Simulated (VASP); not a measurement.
A run of VASP 6.6.1:

Contents of POSCAR:

```
CdSe                                    
1.0
    4.3910565704      0.0000000000      0.0000000000
   -2.1955282852      3.8027665434      0.0000000000
    0.0000000000      0.0000000000      7.1673846461
  Cd              Se            
     2     2
Direct
     0.3333333300000021    0.6666666699999979    0.0046247146172007
     0.6666666699999979    0.3333333300000021    0.5046247146172007
     0.3333333300000021    0.6666666699999979    0.3803752853827973
     0.6666666699999979    0.3333333300000021    0.8803752853827973
```

INCAR.step1

```
PREC     = Accurate       # precision mode
ENCUT    = 520            # plane-wave cutoff, eV
EDIFF    = 1E-7           # SCF threshold, eV
ISMEAR   = 0              # smearing method
SIGMA    = 0.02           # smearing width, eV
LREAL    = F              # projectors in reciprocal space
LASPH    = T              # aspherical terms in the spheres
NELM     = 80             # most SCF steps
ALGO     = Fast           # electronic algorithm
ISIF     = 2              # what is computed and relaxed
LWAVE    = F              # write WAVECAR
LCHARG   = T              # write CHGCAR
GGA      = PE             # functional
NBANDS   = 26             # bands
```

File KPOINTS.step1:

```
Automatic mesh
0
Gamma
  9 9 6
```

Contents of INCAR.step2:

```
PREC     = Accurate       # precision mode
ENCUT    = 520            # plane-wave cutoff, eV
EDIFF    = 1E-7           # SCF threshold, eV
ISMEAR   = 0              # smearing method
SIGMA    = 0.05           # smearing width, eV
LREAL    = F              # projectors in reciprocal space
LASPH    = T              # aspherical terms in the spheres
NELM     = 80             # most SCF steps
ALGO     = Fast           # electronic algorithm
ISIF     = 2              # what is computed and relaxed
LWAVE    = F              # write WAVECAR
LCHARG   = F              # write CHGCAR
GGA      = PE             # functional
NBANDS   = 26             # bands
ICHARG   = 11             # starting density
```

Contents of KPOINTS.step2:

```
path GMKGALHA,LM,KH
10
line-mode
reciprocal
 0.0000000000  0.0000000000  0.0000000000  G
 0.5000000000  0.0000000000  0.0000000000  M

 0.5000000000  0.0000000000  0.0000000000  M
 0.3333333333  0.3333333333  0.0000000000  K

 0.3333333333  0.3333333333  0.0000000000  K
 0.0000000000  0.0000000000  0.0000000000  G

 0.0000000000  0.0000000000  0.0000000000  G
 0.0000000000  0.0000000000  0.5000000000  A

 0.0000000000  0.0000000000  0.5000000000  A
 0.5000000000  0.0000000000  0.5000000000  L

 0.5000000000  0.0000000000  0.5000000000  L
 0.3333333333  0.3333333333  0.5000000000  H

 0.3333333333  0.3333333333  0.5000000000  H
 0.0000000000  0.0000000000  0.5000000000  A

 0.5000000000  0.0000000000  0.5000000000  L
 0.5000000000  0.0000000000  0.0000000000  M

 0.3333333333  0.3333333333  0.0000000000  K
 0.3333333333  0.3333333333  0.5000000000  H
```

Potentials or basis: VASP PAW PBE potentials, release 64 (Cd, Se).

Command:

```sh
$ cat potpaw_PBE.64/Cd/POTCAR potpaw_PBE.64/Se/POTCAR > POTCAR
$ cp INCAR.step1 INCAR
$ cp KPOINTS.step1 KPOINTS
$ mpirun -np 1 vasp_std > vasp.out
$ cp INCAR.step2 INCAR
$ cp KPOINTS.step2 KPOINTS
$ mpirun -np 1 vasp_std > vasp.out
```

Hardware: 1 thread of Intel(R) Xeon(R) 6975P-C (Granite Rapids) (shared host).

Question: Estimate the wall time of this run.

Answer: Run time: 2.5 min on 1 thread of Intel(R) Xeon(R) 6975P-C (Granite Rapids) (shared host), peak memory 0.4 GiB. Counts: scf iterations 9, k points 90.
